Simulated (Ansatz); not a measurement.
# CuO: the cost of one run

Program: Ansatz 0.2.0. Level of theory: DFT PBE+U, scalar-relativistic, plane waves, PAW. These are calculated values, not measurements.

4 further runs of the same task are left out: 2 that didn't finish, 2 set aside as unsound or not needed.

**1. The starting structure**

The structure is orthorhombic, space group Cccm (No. 66). Conventional cell: a = 4.183 Å, b = 4.199 Å, c = 5.173 Å, α = 90.00°, β = 90.00°, γ = 90.00°. Cu (site symmetry 2/m) has 4 O at 1.97 Å in its first shell of neighbours. Around O (site symmetry 222) lie 4 Cu at 1.97 Å.

As a file:

```cif
data_structure
_symmetry_space_group_name_H-M 'P 1'
_symmetry_Int_Tables_number 1
_cell_length_a 2.9635
_cell_length_b 2.9635
_cell_length_c 5.1734
_cell_angle_alpha 89.995
_cell_angle_beta 89.995
_cell_angle_gamma 89.788
_cell_volume 45.44
loop_
_atom_site_label
_atom_site_type_symbol
_atom_site_fract_x
_atom_site_fract_y
_atom_site_fract_z
_atom_site_occupancy
Cu1 Cu 0.99425 0.49425 0.00185 1
Cu2 Cu 0.49425 0.99425 0.50185 1
O1 O 0.49421 0.49429 0.25185 1
O2 O 0.49429 0.49421 0.75185 1
```

It is the result of an earlier relaxation at this level (volume 11.36 Å³/atom; gap on the mesh: none (metal)).

**2. Bands, states and charges**

Input file input.yaml:

```yaml
crystal:
  lattice:
    - [2.0926592374, -2.0916384538, 0.1682114487]
    - [2.0926592374, 2.0916384538, 0.1682114487]
    - [-0.4138933015, 0.0, 5.1568627921]
  atoms:
    - { symbol: Cu, position: [-0.00575, 0.49425, 0.00185] }
    - { symbol: Cu, position: [0.49425, -0.00575, 0.50185] }
    - { symbol: O, position: [0.4942123166, 0.4942876835, 0.25185] }
    - { symbol: O, position: [0.4942876835, 0.4942123166, 0.75185] }
basis:
  ecutwfc: 420
kpoints:
  mp_grid: { grid: [14, 14, 8] }
  band_path:
    path:
      - [[0.0, 0.0, 0.0], [0.5, 0.5, 0.00014812], [0.4981528, 0.5018472, 0.00014812]]
      - [[-0.4981528, 0.4981528, 0.0], [0.0, 0.0, 0.0], [0.0, 0.0, -0.5], [-0.4981528, 0.4981528, -0.5]]
      - [[0.4981528, 0.5018472, -0.49985187], [0.5, 0.5, -0.49985187], [0.5, 0.5, 0.00014812]]
      - [[0.0, 0.0, 0.0], [0.0, 0.5, 7.406e-05], [0.0, 0.5, -0.49992593], [0.0, 0.0, -0.5], [0.5, 0.5, -0.49985187]]
    npoints: 14
hamiltonian:
  xc: pbe
  hubbard: { sites: [{ species: Cu, l: d, u_eff: 4.0 }] }
scf:
  occupations: { method: gaussian, width: 0.1 }
  n_extra_bands: 10
output:
  forces: true
  stress: true
  eigenvalues: true
  populations: true
  dos: { projected: true, de: 0.02, nscf_kmesh: { grid: [21, 21, 12] } }
  bader: true
  write_density: true
  write_potential: true
  elf: true
  volumetric_format: npy
```

Started as:

```bash
$ ansatz run input.yaml --threads 1 --pin off --max-ram 2560MiB --backend cpu --events-out ev --progress --plain --runs-dir out
```

Q: Estimate wall time and peak memory on 1 thread of Arm Neoverse V2, shared host.

About 2.7 min, with a peak of 2 GiB.
